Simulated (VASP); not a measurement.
# CO in VASP: a series of runs

The runs below take CO through single point, with r2SCAN.

Everything below comes from runs of VASP 6.6.1. Logs are shortened: lines on timing, memory, paths and dates and some standing lists are left out, and cuts for length are marked.

## 1. The molecule as given

The cell holds a molecule in a box, 2 atoms: a = 11.000 Å, b = 11.000 Å, c = 11.000 Å, α = 90.00°, β = 90.00°, γ = 90.00°.

## 2. Single point, r2SCAN

Input file POSCAR:

```
CO
1.0
   11.0000000000      0.0000000000      0.0000000000
    0.0000000000     11.0000000000      0.0000000000
    0.0000000000      0.0000000000     11.0000000000
C O
1 1
Direct
    0.5000000000      0.5000000000      0.4487272727
    0.5000000000      0.5000000000      0.5512727273
```

Input file INCAR.step1:

```
  ALGO = Normal
  EDIFF = 1E-4
  ENCUT = 520
  GGA = PE
  ISMEAR = 0
  LASPH = T
  LCHARG = F
  LREAL = F
  LWAVE = T
  NBANDS = 12
  NELM = 100
  PREC = Accurate
  SIGMA = 0.01
```

Input file INCAR.step2:

```
  ALGO = Normal
  EDIFF = 1E-6
  ENCUT = 520
  ISIF = 2
  ISMEAR = 0
  ISTART = 1
  LASPH = T
  LCHARG = T
  LELF = T
  LMIXTAU = T
  LREAL = F
  LVHAR = T
  LWAVE = F
  METAGGA = R2SCAN
  NBANDS = 12
  NELM = 100
  PREC = Accurate
  SIGMA = 0.01
```

Input file KPOINTS:

```
k-points
0
Gamma
  1 1 1
```

Potentials or basis: VASP PAW PBE potentials, release 64 (C, O).

On the command line:

```sh
$ cat potpaw_PBE.64/C/POTCAR potpaw_PBE.64/O/POTCAR > POTCAR
$ cp INCAR.step1 INCAR
$ mpirun -np 1 vasp_gam > vasp.out
$ cp INCAR.step2 INCAR
$ mpirun -np 1 vasp_gam > vasp.out
```

OUTCAR:

```text
EDIFF = 1E-6
   ENCUT = 520
   ISIF = 2
   ISMEAR = 0
   ISTART = 1
   LASPH = T
   LREAL = F
   METAGGA = R2SCAN
   NELM = 100
   PREC = Accurate

 ion  position               nearest neighbor table
   1  0.500  0.500  0.449-   2 1.13
   2  0.500  0.500  0.551-   1 1.13

  LATTYP: Found a simple cubic cell.
 ALAT       =    11.0000000000

  Lattice vectors:

 A1 = (  11.0000000000,   0.0000000000,   0.0000000000)
 A2 = (   0.0000000000,  11.0000000000,   0.0000000000)
 A3 = (   0.0000000000,   0.0000000000,  11.0000000000)

Analysis of symmetry for initial positions (statically):
=====================================================================
 Subroutine PRICEL returns:
 Original cell was already a primitive cell.

 Routine SETGRP: Setting up the symmetry group for a
 simple cubic supercell.

 Subroutine GETGRP returns: Found  8 space group operations
 (whereof  8 operations were pure point group operations)
 out of a pool of 48 trial point group operations.

The static configuration has the point symmetry C_4v.

Analysis of symmetry for dynamics (positions and initial velocities):
=====================================================================
 Subroutine PRICEL returns:
 Original cell was already a primitive cell.

 Routine SETGRP: Setting up the symmetry group for a
 simple cubic supercell.

 Subroutine GETGRP returns: Found  8 space group operations
 (whereof  8 operations were pure point group operations)
 out of a pool of 48 trial point group operations.

The dynamic configuration has the point symmetry C_4v.

 Subroutine INISYM returns: Found  8 space group operations
 (whereof  8 operations are pure point group operations),
 and found     1 'primitive' translations

----------------------------------------------------------------------------------------

                                     Primitive cell

  volume of cell :    1331.0000

  direct lattice vectors                    reciprocal lattice vectors
    11.000000000  0.000000000  0.000000000     0.090909091  0.000000000  0.000000000
     0.000000000 11.000000000  0.000000000     0.000000000  0.090909091  0.000000000
     0.000000000  0.000000000 11.000000000     0.000000000  0.000000000  0.090909091

  length of vectors
    11.000000000 11.000000000 11.000000000     0.090909091  0.090909091  0.090909091

  position of ions in fractional coordinates (direct lattice)
     0.500000000  0.500000000  0.448727273
     0.500000000  0.500000000  0.551272727

  ion indices of the primitive-cell ions
   primitive index   ion index
                 1           1
                 2           2

----------------------------------------------------------------------------------------

 KPOINTS: k-points

Automatic generation of k-mesh.
 Grid dimensions read from file:
 generate k-points for:    1    1    1

 Generating k-lattice:

  Cartesian coordinates                     Fractional coordinates (reciprocal lattice)
     0.090909091  0.000000000  0.000000000     1.000000000  0.000000000  0.000000000
     0.000000000  0.090909091  0.000000000     0.000000000  1.000000000  0.000000000
     0.000000000  0.000000000  0.090909091     0.000000000  0.000000000  1.000000000

  Length of vectors
     0.090909091  0.090909091  0.090909091

  Shift w.r.t. Gamma in fractional coordinates (k-lattice)
     0.000000000  0.000000000  0.000000000

 Subroutine IBZKPT returns following result:
 ===========================================

 Found      1 irreducible k-points:

 Following reciprocal coordinates:
            Coordinates               Weight
  0.000000  0.000000  0.000000      1.000000
   k-points           NKPTS =      1   k-points in BZ     NKDIM =      1   number of bands    NBANDS=     12
   number of dos      NEDOS =    301   number of ions     NIONS =      2
   total plane-waves  NPLWV = 592704
   dimension x,y,z NGX =    84 NGY =   84 NGZ =   84
   dimension x,y,z NGXF=   168 NGYF=  168 NGZF=  168
   ions per type =               1   1
   NGX,Y,Z   is equivalent  to a cutoff of  12.70, 12.70, 12.70 a.u.
   NGXF,Y,Z  is equivalent  to a cutoff of  25.39, 25.39, 25.39 a.u.
 SYSTEM =  unknown system
   PREC   = accura    normal or accurate (medium, high low for compatibility)
   ISTART =      1    job   : 0-new  1-cont  2-samecut
   ICHARG =      0    charge: 1-file 2-atom 10-const
   ISPIN  =      1    spin polarized calculation?
   LNONCOLLINEAR =      F non collinear calculations
   LSORBIT =      F    spin-orbit coupling
   LASPH  =      T    aspherical Exc in radial PAW
   ENCUT  =  520.0 eV  38.22 Ry    6.18 a.u.  20.45 20.45 20.45*2*pi/ulx,y,z
   NELM   =    100;   NELMIN=  2; NELMDL=  0     # of ELM steps
   EDIFF  = 0.1E-05   stopping-criterion for ELM
   LREAL  =      F    real-space projection
[... 7 lines left out ...]
   TEBEG  =    0.0;   TEEND  =   0.0 temperature during run
   PSTRESS=    0.0 pullay stress
   NELECT =      10.0000    total number of electrons
   NUPDOWN=      -1.0000    fix difference up-down
   EMIN   =  10.00;   EMAX   =-10.00  energy-range for DOS
   EFERMI =   0.00;   METHOD = LEGACY
   ISMEAR =     0;   SIGMA  =   0.01  broadening in eV -4-tet -1-fermi 0-gaus
   EFERMI_NEDOS =   21; number of points for ismear=-14 and -15
   IALGO  =     38    algorithm
   IMIX   =      4    mixing-type and parameters
     AMIX     =   0.40;   BMIX     =  1.00
     AMIX_MAG =   1.60;   BMIX_MAG =  1.00
  volume/ion in A,a.u.               =     665.50      4491.02
  Fermi-wavevector in a.u.,A,eV,Ry     =   0.320638  0.605919  1.398801  0.102809
  Thomas-Fermi vector in A             =   1.207429
   LORBIT       =      0    0 simple, 1 ext, 2 COOP (PROOUT), +10 PAW based schemes
   METAGGA = R2SCAN    functional components
   LHFCALC =     F    Hartree Fock is set to
   AEXX    =    0.0000 exact exchange contribution
   IVDW    =     0    specifies the selected vdW correction
   LEPSILON=     F    determine dielectric tensor
   LRPA    =     F    only Hartree local field effects (RPA)
 non-spin polarized calculation
 Gauss-broadening in eV      SIGMA  =   0.01
  energy-cutoff  :      520.00
  volume of cell :     1331.00
 maximum number of plane-waves:     17913
 NGX is ok and might be reduce to    84
   NGX = 41   NGY = 41   NGZ = 41

 number of electron      10.0000001 magnetization

 Free energy of the ion-electron system (eV)
  ---------------------------------------------------
  ext. energy  EPLUGINS =         0.00000000
  ---------------------------------------------------
  free energy    TOTEN  =       -16.46863623 eV

  energy without entropy =      -16.46863623  energy(sigma->0) =      -16.46863623

 E-fermi :  -9.3022     XC(G=0):  -0.2495

 val. band max:       -9.3828750931   @ k =   0.0000   0.0000   0.0000
 cond. band min:      -1.5688631941   @ k =   0.0000   0.0000   0.0000
 fundamental gap:      7.8140118990
 Fermi energy:        -9.3021989190

 k-point     1 :       0.0000    0.0000    0.0000
  band No.  band energies     occupation
      1     -30.8419      2.00000
      2     -14.5900      2.00000
      3     -12.1212      2.00000
      4     -12.1212      2.00000
      5      -9.3829      2.00000
      6      -1.5689      0.00000
      7      -1.5689      0.00000
      8       0.1136      0.00000
      9       1.2634      0.00000
     10       1.3172      0.00000
     11       1.3263      0.00000
     12       1.3269      0.00000

------------------------ aborting loop because EDIFF is reached ----------------------------------------

  FORCE on cell =-STRESS in cart. coord.  units (eV):
  Direction    XX          YY          ZZ          XY          YZ          ZX
  --------------------------------------------------------------------------------------
  -------------------------------------------------------------------------------------
  Total       -0.0321233     -0.0321233      0.8840972      0.0000000      0.0000000     -0.0000000
  in kB       -0.0386681     -0.0386681      1.0642227      0.0000000      0.0000000     -0.0000000
  external PRESSURE =       0.3289622 kB  Pullay stress =       0.0000000 kB

 VOLUME and BASIS-vectors are now :
 -----------------------------------------------------------------------------
  energy-cutoff  :      520.00
  volume of cell :     1331.00
      direct lattice vectors                 reciprocal lattice vectors
    11.000000000  0.000000000  0.000000000     0.090909091  0.000000000  0.000000000
     0.000000000 11.000000000  0.000000000     0.000000000  0.090909091  0.000000000
     0.000000000  0.000000000 11.000000000     0.000000000  0.000000000  0.090909091

 POSITION                                       TOTAL-FORCE (eV/Angst)
 -----------------------------------------------------------------------------------
      5.50000      5.50000      4.93600         0.000000      0.000000     -0.828876
      5.50000      5.50000      6.06400         0.000000     -0.000000      0.828876
 -----------------------------------------------------------------------------------
    total drift:                                0.000000     -0.000000      0.003525

  FREE ENERGIE OF THE ION-ELECTRON SYSTEM (eV)
  ---------------------------------------------------
  free  energy   TOTEN  =       -16.4686362285 eV

  energy  without entropy=      -16.4686362285  energy(sigma->0) =      -16.46863623
```

Run time: 5 min. Hardware: 1 thread of Intel Xeon Platinum 8559C (Emerald Rapids), shared host; peak memory 1.2 GiB.

Results:

```
Free energy                     : -16.4686 eV
Largest force                   : 0.829 eV/Å
Gap between the frontier levels : 7.81 eV
```

Forces on the atoms (eV/Å):
```
C    0.000  0.000 -0.829
O    0.000  0.000  0.829
```

Levels at points of the mesh, in eV from the valence-band top:
```tsv
k point	band 3	band 4	band 5	band 6	band 7	band 8
(0.00, 0.00, 0.00)	-2.74	-2.74	0.00	7.81	7.81	9.50
```

Caveat: the standard files for N, O and F lose accuracy on very short bonds; the PAW data sets were made with another functional, which shifts forces and pressure a little. r2SCAN opens gaps a little over a GGA but as a rule still falls short of measured ones.

## 3. Single point, r2SCAN

This run uses another cell than the first one, of 864.00 Å³/atom, 1.298 times its volume.

Input file POSCAR:

```
CO
1.0
   12.0000000000      0.0000000000      0.0000000000
    0.0000000000     12.0000000000      0.0000000000
    0.0000000000      0.0000000000     12.0000000000
C O
1 1
Direct
    0.5000000000      0.5000000000      0.4530000000
    0.5000000000      0.5000000000      0.5470000000
```

Input file INCAR.step1:

```
SYSTEM = CO
  PREC = Accurate
  ENCUT = 520
  ISMEAR = 0
  SIGMA = 0.01
  LREAL = .False.
  LASPH = .True.
  NELM = 100
  NBANDS = 12
  GGA = PE
  ALGO = Normal
  EDIFF = 1E-4
  LWAVE = .True.
  LCHARG = .False.
```

Input file INCAR.step2:

```
SYSTEM = CO
  PREC = Accurate
  ENCUT = 520
  EDIFF = 1E-6
  ISMEAR = 0
  SIGMA = 0.01
  LREAL = .False.
  LASPH = .True.
  NELM = 100
  ALGO = Normal
  ISIF = 2
  LWAVE = .False.
  LCHARG = .True.
  METAGGA = R2SCAN
  LMIXTAU = .True.
  LELF = .True.
  LVHAR = .True.
  NBANDS = 12
  ISTART = 1
```

Input file KPOINTS:

```
Automatic mesh
0
Gamma
  1 1 1
  0 0 0
```

Potentials or basis: VASP PAW PBE potentials, release 64 (C, O).

On the command line:

```sh
$ cat potpaw_PBE.64/C/POTCAR potpaw_PBE.64/O/POTCAR > POTCAR
$ cp INCAR.step1 INCAR
$ mpirun -np 1 vasp_gam > vasp.out
$ cp INCAR.step2 INCAR
$ mpirun -np 1 vasp_gam > vasp.out
```

It took 3.9 min on 1 thread of Intel Xeon 6975P-C (Granite Rapids), shared host; peak memory 1.5 GiB.

The run converged. Its results:

- Free energy: -16.4689 eV
- Largest force: 0.828 eV/Å
- Gap between the frontier levels: 7.81 eV

Forces in eV/Å, atoms in the order of the input:
```
C    0.000  0.000 -0.828
O    0.000  0.000  0.828
```

Levels at points of the mesh, in eV from the valence-band top:
| k point | band 1 | band 2 | band 3 | band 4 | band 5 | band 6 | band 7 | band 8 | band 9 | band 10 |
| --- | --- | --- | --- | --- | --- | --- | --- | --- | --- | --- |
| (0.00, 0.00, 0.00) | -21.46 | -5.21 | -2.74 | -2.74 | 0.00 | 7.81 | 7.81 | 9.49 | 10.47 | 10.51 |

Caveat: the standard files for N, O and F lose accuracy on very short bonds; the PAW data sets were made with another functional, which shifts forces and pressure a little.
